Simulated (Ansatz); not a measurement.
The system is MnO.

```
Mn O
1.0
     0.00000    2.43651    2.43651
     2.43651    0.00000    2.43651
     2.43651    2.43651    0.00000
Mn O
1 1
Direct
  0.00000 0.00000 0.00000
  0.25000 0.25000 0.25000
```

Measurements of this composition are mostly on another form, of space group No. 225.

| Property | Result |
| --- | --- |
| Program | Ansatz 0.2.0 |
| Task | relaxation of cell and atoms |
| Functional | PBE0 |
| Potentials or basis | Ansatz PAW |
| Cutoff | 420 eV (not typed: the program's choice for these potentials) |
| k mesh | 5 × 5 × 5 |
| Occupations | fermi-dirac, width 0.05 eV |
| Spin | collinear spin, ferromagnetic start |
| Starting moments | [4.0, 0.0] μB |

At the start: volume 14.46 Å³/atom.

**Question.** How do energy, volume and symmetry change on relaxing?

**Answer.** It ends after 7 steps and the volume is 13.70 Å³/atom (-5.3 %); space group F-43m (No. 216, to 0.05 Å); moment 5.00 μB per cell.

The path:
```csv
step,energy change (eV),largest force (eV/Å),volume (Å³)
1,0.0000,0.0000,28.93
2,-0.0299,0.0000,27.85
3,-0.0338,0.0000,27.39
4,-0.0338,0.0000,27.43
5,-0.0299,0.0000,27.43
6,-0.0300,0.0000,27.40
7,-0.0300,0.0000,27.40
```

Final structure:
```xyz
2
Lattice="0.0000 2.3927 2.3927 2.3927 0.0000 2.3927 2.3927 2.3927 0.0000" Properties=species:S:1:pos:R:3 pbc="T T T"
Mn    0.0000    0.0000    0.0000
O     1.1963    1.1963    1.1963
```

Caveat: the k mesh is coarse (spacing up to 0.45 Å⁻¹), so the values aren't converged, least of all with exact exchange; the magnetic or orbital state may not be the lowest; the plane-wave basis is chosen anew once the cell has moved, so the energies of steps on either side of that aren't comparable; the pressure holds a Pulay correction of +0.5 GPa for the finite cutoff; a cell with one magnetic atom can't hold antiferromagnetic order, which such compounds often take; the PAW data sets come from PBE, with cores solved anew for the run's functional, which leaves a small shift of forces and pressure.
